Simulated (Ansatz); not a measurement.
Stackings of close-packed layers of MnS (capitals for Mn, lower case for the other element), each relaxed to a stress under 0.05 GPa; energies count from the stacking AcBaCb (R-3m).

Theory: DFT PBE, scalar-relativistic, plane waves, PAW in Ansatz.

Cutoff 420 eV, Gaussian smearing of 0.10 eV, energies at zero smearing, symmetry of each start kept, collinear spin where a moment is listed.

```json
{"start": "AbAc", "atoms": "4", "k mesh": "12×12×6", "excess energy (meV/atom)": "17.1", "excess energy on a denser mesh (meV/atom)": "17.5", "spacing of like layers (Å)": "2.877", "a (Å)": "3.607", "size of the moment (μB per cell)": "8.28", "denser mesh": "21×21×12"}
{"start": "AcBc", "atoms": "4", "k mesh": "12×12×6", "excess energy (meV/atom)": "157.7", "excess energy on a denser mesh (meV/atom)": "159.4", "spacing of like layers (Å)": "3.182", "a (Å)": "3.482", "size of the moment (μB per cell)": "8.84", "denser mesh": "21×21×12"}
{"start": "AcBcAbCb", "atoms": "8", "k mesh": "12×12×3", "excess energy (meV/atom)": "79.8", "excess energy on a denser mesh (meV/atom)": "80.4", "spacing of like layers (Å)": "3.074", "a (Å)": "3.534", "size of the moment (μB per cell)": "17.78", "denser mesh": "21×21×6"}
{"start": "AcBcAbCaBaCb", "atoms": "12", "k mesh": "12×12×2", "excess energy (meV/atom)": "52.8", "excess energy on a denser mesh (meV/atom)": "53.4", "spacing of like layers (Å)": "3.028", "a (Å)": "3.553", "size of the moment (μB per cell)": "26.60", "denser mesh": "21×21×4"}
{"start": "AcBaCaBaCbAbCaBc", "atoms": "16", "k mesh": "12×12×2", "excess energy (meV/atom)": "80.5", "excess energy on a denser mesh (meV/atom)": "-", "spacing of like layers (Å)": "3.075", "a (Å)": "3.538", "size of the moment (μB per cell)": "35.67", "denser mesh": "-"}
```

Zero in every row: gap on the mesh (eV).

The state reached may not be the lowest one. The program reads another magnetic order as possibly lower. Moments started parallel, and an antiferromagnetic order may lie lower.

Small energy differences in metals hang on the k mesh (about 10 mJ/m² or 1 to 2 meV/atom on the mesh of the relaxation).

Cost: 5 runs of about 24 core-minutes in all, on Intel Xeon 6975P-C (Granite Rapids) (shared hosts).